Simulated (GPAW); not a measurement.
The system is CdSe.

```
Cd Se
1.0
     0.00000    3.07027    3.07027
     3.07027    0.00000    3.07027
     3.07027    3.07027    0.00000
Cd Se
1 1
Cartesian
  0.0000 0.0000 0.0000
  4.6054 4.6054 4.6054
```

Measurements of this composition are mostly on another form, of space group No. 186.

Program: GPAW 26.7.0. Alike in all runs: task band structure; cell as given; k mesh 6 × 6 × 6; smearing fermi-dirac 0.05 eV.

Q: Order these runs on this cell by their band gap on the k mesh, lowest first.
A. level PBE; potentials or basis GPAW PAW data sets (gpaw-data 1.2.1), fd; spin off; band points 100; grid spacing 0.2 Å
B. level PW91; potentials or basis PAW data sets generated in the run's folder for this functional, pw; spin SOC, no magnetisation; cutoff (eV) 600; band points 80; spin axis theta (degrees) 90; spin axis phi (degrees) 0; soc after scf second variation
C. level GLLB-SC; potentials or basis the program's PAW data sets (release 1.2.1) made for this functional, pw; spin off; cutoff (eV) 600; band points 100

A: B (0.37 eV), A (0.55 eV), C (1.38 eV).

Caveats: spin-orbit coupling was added after a scalar SCF, so levels and gaps hold it while energy, forces, pressure and moments don't (some runs); this program's spin-orbit splittings come out too wide for heavy elements (some runs); the GLLB-SC gap is the Kohn-Sham gap of the path plus the derivative discontinuity (some runs); a model potential gives levels but no total energy (some runs).

A k mesh can miss the band edges.

Not every run made on this cell is shown here.
